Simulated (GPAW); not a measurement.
## ZrN: optical spectrum with LDA+U

ZrN:

```
CELL_PARAMETERS angstrom
0.00000 2.30000 2.30000
2.30000 0.00000 2.30000
2.30000 2.30000 0.00000
ATOMIC_POSITIONS crystal
Zr 0.50000 0.50000 0.50000
N 0.00000 0.00000 0.00000
```

| Item | Value |
| --- | --- |
| Program | GPAW 26.7.0 |
| Task | optical spectrum |
| Functional | LDA |
| Potentials or basis | PAW data sets generated in the run's folder for this functional |
| Cutoff | 600 eV |
| Basis | pw |
| k mesh | 8 × 8 × 8 |
| Occupations | fermi-dirac, width 0.05 eV |
| Spin | no spin polarisation |
| Hubbard terms | Zr d U = 1 eV |
| Kernel | RPA |
| Eta | 0.1 eV |
| Response ecut | 50 eV |
| Scissors | 0 eV |
| Maxiter | 150 |
| Response k mesh | 25 × 25 × 25 |
| Domega0 | 0.05 eV |
| Omega2 | 10 eV |
| Response bands | 25 |
| Directions | ["x"] |
| Intraband | yes |

The band gap on the k mesh is none (metal or under the smearing width).

Dielectric function (mean over the directions given):
```tsv
energy (eV)	real part	imaginary part
0.67	-145.55	47.73
1.54	-23.53	4.24
2.54	-3.89	1.41
3.56	2.02	1.78
4.44	5.91	3.19
5.38	5.67	6.66
6.39	3.33	8.15
7.38	2.32	7.83
8.25	0.77	7.76
9.27	-1.40	7.40
10.26	-3.67	4.75
11.31	-3.53	2.07
12.19	-1.91	1.14
13.24	-0.64	0.74
14.22	-0.07	1.12
15.26	0.21	1.17
16.21	-0.06	1.57
17.36	0.07	1.32
18.58	-0.05	1.22
19.87	-0.29	1.04
```

It took 3.1 min on 1 thread of Arm Neoverse V1, on a shared host, peak memory 0.58 GiB.

Caveat: the intraband term hangs on this k mesh; the long-wavelength limit can be off by several per cent where d states take part; response on these states lacks terms of the Hamiltonian; independent-particle spectra lack excitons; U without spin polarisation on a metal has little footing.
